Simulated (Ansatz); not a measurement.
# CoSi2: do energies and stresses tell the same story?

Level of theory: DFT PBE, scalar-relativistic, plane waves, PAW in Ansatz 0.2.0.

Plane waves to 420 eV, a k mesh through Γ of 14×14×14 on the computed 3-atom cell and Gaussian smearing (0.10 eV); no spin polarisation.

Relaxed cell: Fm-3m, a = 5.360 Å, b = 5.360 Å, c = 5.360 Å, α = 90.00°, β = 90.00°, γ = 90.00°, 3 atoms in the primitive cell.

Energies at zero smearing and pressures from the stress tensor, at volumes with shape and atoms relaxed:
```tsv
V (Å³/atom)	E − E(first) (meV/atom)	P (GPa)
11.292	0.00	30.51
11.677	-61.43	20.90
12.062	-101.57	12.76
12.446	-123.68	5.85
12.831	-130.50	0.00
13.216	-124.36	-4.95
13.601	-107.29	-9.12
14.115	-70.52	-13.54
```

Check P = −dE/dV between neighbouring volumes, and get the bulk modulus from the pressures alone.

With 1 eV/Å³ = 160.2 GPa:
```
middle V (Å³/atom)  −ΔE/ΔV (GPa) mean P (GPa)
            11.484        25.566        25.704
            11.869        16.710        16.828
            12.254         9.200         9.304
            12.639         2.838         2.927
            13.024        -2.552        -2.472
            13.409        -7.105        -7.034
            13.858       -11.479       -11.332
```

The two differ by 0.15 GPa at most. The mean of two end pressures misses the average over a step by about ΔV² P″/12, up to 0.13 GPa here; with that taken off 0.04 GPa remains. The stress is the derivative of the free energy, not of the energy at zero smearing, and with free energies 0.02 GPa remains. Around V = 12.831 Å³/atom, the two neighbours give B = −V ΔP/ΔV = 12.831 × 10.80 / 0.770 = 180.0 GPa, against B0 = 178.6 GPa from the Birch–Murnaghan fit of the energies.

A ferromagnetic start lost its moments in a first run, so spin was left out; other magnetic orders weren't tried.